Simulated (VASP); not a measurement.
A run of VASP 6.6.1 is set up as follows.

Contents of INCAR:

```
PREC = Accurate
ENCUT = 520
EDIFF = 1E-7
ISMEAR = 0
SIGMA = 0.02
LREAL = False
LASPH = True
NELM = 60
ALGO = Fast
ISIF = 2
LWAVE = False
LCHARG = False
GGA = PE
NBANDS = 15
```

File KPOINTS:

```
Automatic mesh
0
Gamma
  8 8 8
```

POSCAR

```
BaS
1.0
    0.0000000000      3.2143926808      3.2143926808
    3.2143926808      0.0000000000      3.2143926808
    3.2143926808      3.2143926808      0.0000000000
Ba S
1 1
Direct
    0.0000000000      0.0000000000      0.0000000000
    0.5000000000      0.5000000000      0.5000000000
```

Potentials or basis: VASP PAW PBE potentials, release 64 (Ba_sv, S).

Command:

```sh
$ cat potpaw_PBE.64/Ba_sv/POTCAR potpaw_PBE.64/S/POTCAR > POTCAR
$ mpirun -np 1 vasp_std > vasp.out
```

What does it give for the band gap on the k mesh?

2.14 eV, indirect (least direct gap 2.29 eV).

What does it give for the pressure?

0.5 GPa.

Caveat: spin-orbit coupling is left out, which moves the levels of the heavy elements.

**Measured values to compare with.**

A printed reference work, monograph, original work of 1988 reports, for a bulk crystal of BaS at 2 K: band gap 3.806 eV (indirect).

A measured gap of BaS is 3.806 eV (indirect; 2 K; a printed reference work, monograph, original work of 1988); the calculated 2.14 eV misses it by -1.67 eV. Spin-orbit coupling on Ba is left out. The value is that of PBE on a finite k mesh, which can miss the band edges, without temperature or zero-point motion. Semilocal functionals fall short of measured gaps as a rule.
